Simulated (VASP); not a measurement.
ZnSe in VASP 6.6.1, single-point calculation

INCAR

```
LREAL = .FALSE.
NSW = 0
NBANDS = 16
NELECT = 17.98
IBRION = -1
LASPH = .TRUE.
EDIFF = 1E-7
ISMEAR = -1
ENCUT = 520
GGA = PE
NELMIN = 8
PREC = Accurate
LCHARG = .FALSE.
ISIF = 2
NELM = 120
LWAVE = .FALSE.
SIGMA = 0.02
```

KPOINTS

```
KPOINTS created by Atomic Simulation Environment
0
Gamma
8 8 8
0 0 0
```

POSCAR

```
Zn Se
 1.0000000000000000
     0.0000000000000000    2.7757722707000001    2.8980852750000001
     2.7757722707000001    0.0000000000000000    2.8980852750000001
     2.7757722707000001    2.7757722707000001    0.0000000000000000
 Zn  Se
   1   1
Cartesian
  0.0000000000000000  0.0000000000000000  0.0000000000000000
  1.3878861353500000  1.3878861353500000  1.4490426374999998
```

The recommended PBE PAW datasets give the neutral cell 18 valence electrons.

Command

```
mpirun -np 1 vasp_std
```

Q: Predict the outcome of this run.

A: It converged. Results: pressure 3.0 GPa.

OSZICAR

```
N       E                     dE             d eps       ncg     rms          rms(c)
DAV:   1     0.866628896924E+02    0.86663E+02   -0.81146E+03  1896   0.120E+03
DAV:   2    -0.923067566554E+00   -0.87586E+02   -0.82373E+02  2168   0.253E+02
DAV:   3    -0.627313272922E+01   -0.53501E+01   -0.53290E+01  2296   0.612E+01
DAV:   4    -0.631450989599E+01   -0.41377E-01   -0.41374E-01  2352   0.579E+00
DAV:   5    -0.631470133306E+01   -0.19144E-03   -0.19144E-03  2368   0.353E-01    0.488E+00
DAV:   6    -0.605258206197E+01    0.26212E+00   -0.53968E-01  2768   0.245E+01    0.373E+00
DAV:   7    -0.603342595167E+01    0.19156E-01   -0.15662E-01  2216   0.368E+00    0.159E+00
DAV:   8    -0.603305949299E+01    0.36646E-03   -0.45999E-03  2584   0.741E-01    0.456E-01
DAV:   9    -0.603325278676E+01   -0.19329E-03   -0.11253E-03  2248   0.260E-01    0.647E-02
DAV:  10    -0.603336304247E+01   -0.11026E-03   -0.23358E-04  2408   0.117E-01    0.254E-02
DAV:  11    -0.603334716313E+01    0.15879E-04   -0.47010E-05  2224   0.610E-02    0.492E-03
DAV:  12    -0.603334801727E+01   -0.85414E-06   -0.59767E-06  2456   0.149E-02    0.261E-03
DAV:  13    -0.603334843308E+01   -0.41581E-06   -0.42181E-07  2312   0.415E-03    0.131E-03
DAV:  14    -0.603334837521E+01    0.57871E-07   -0.22007E-08  1944   0.204E-03
   1 F= -.60333484E+01 E0= -.60330868E+01  d E =-.523167E-03
```

Standard output (part)

```
POSCAR found type information on POSCAR ZnSe
 POSCAR found :  2 types and       2 ions
 LDA part: xc-table for (Slater+PW92), standard interpolation
 POSCAR, INCAR and KPOINTS ok, starting setup
 WAVECAR not read
 entering main loop
 the old and the new charge density differ
    0.488E+00
```

The cell is charged and sits in a uniform background.

For comparison, a separate PBE run of the intended cell, on usual settings and not on those above, gives a gap of 1.30 eV on its mesh and a pressure of 3.6 GPa.
